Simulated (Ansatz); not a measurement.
**Calculated ¹⁹⁷Au nuclear quadrupole resonance for Au at a changed volume**

Cell: a structure deposited in the COD, relaxed with PBE at fixed cell and then changed (volume scaled by 0.98, ions relaxed).

```
CELL_PARAMETERS angstrom
2.88054 0.00000 0.00000
-1.44027 2.49462 0.00000
0.00000 0.00000 4.84725
ATOMIC_POSITIONS crystal
Au 0.33333 0.66667 0.75000
Au 0.66667 0.33333 0.25000
```

Atoms are numbered from 1 in the order listed; like atoms form one site, named after its first atom.

Level of theory: DFT, PBE, plane waves and PAW, scalar-relativistic, 420 eV cutoff, Γ-centred 18×18×10 k-points, Fermi–Dirac smearing 0.05 eV (Ansatz 0.2.0).

¹⁹⁷Au: I = 3/2, Q = 547.0 mb (year-2017 value). Static lattice, zero field.

**Question.** Predict the zero-field ¹⁹⁷Au lines of each site.

**Answer.** For I = 3/2 there is one line, ν = (|C_Q|/2)(1 + η²/3)^½.

```
site  atoms  V_zz (10²¹ V/m²)  C_Q (MHz)     η  line frequencies (MHz)
  Au   1, 2              1.34       17.7  0.00                    8.83
```

An axis of threefold or higher order runs through Au, so V_zz lies along it and η is zero.

With no gap above 0.1 eV, as in a metal, the gradients converge slowly in k; expect changes of a tenth or more on a denser mesh. Spin–orbit coupling is left out, which shifts gradients on Au by a few per cent in wide-gap crystals, and can shift them far more where the calculated gap is small or absent, as here. At this changed cell the PBE pressure is 5 GPa.
